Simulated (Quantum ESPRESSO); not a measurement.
**PbO2 in Quantum ESPRESSO: the effect of strain**

The system is PbO2.

```
Pb O
1.0
     0.00000    2.59391    2.70199
     2.59391    0.00000    2.70199
     2.59391    2.59391    0.00000
Pb O
1 2
Cartesian
  0.0000 0.0000 0.0000
  3.8909 3.8909 4.0530
  1.2970 1.2970 1.3510
```

The cell comes from a database or a generator and needn't be the stable form of this composition.

Alike in all runs:

* Program: Quantum ESPRESSO 7.5
* Task: relaxation of the atoms
* Functional: PBEsol
* Potentials or basis: GBRV 1.5 PBEsol
* Cutoff: 612 eV
* Density cutoff: 4898 eV
* k mesh: 9 × 9 × 9
* Occupations: fermi-dirac, width 0.05 eV
* Spin: no spin polarisation
* Kind of strain: biaxial_xy
* Mixing beta: 0.5
* Most SCF iterations: 120
* SCF threshold: 6e-10 Ry
* Most ionic steps: 40
* Forc conv thr: 0.0004 Ry/bohr
* Etot conv thr: 1e-05 Ry

Each run relaxes the cell or the atoms first.

Task: One run gave: pressure -3.5 GPa. Which strain did it use?
A. 0.04
B. 0.01
C. 0
D. -0.01
E. 0.02

Result: D.

```tsv
strain	pressure (GPa)
-0.04	6.5
-0.02	-0.6
-0.01	-3.5
0	-6.2
0.01	-8.5
0.02	-10.5
0.04	-13.9
```

Caveats: the relaxation stopped at its first step, so nothing moved.
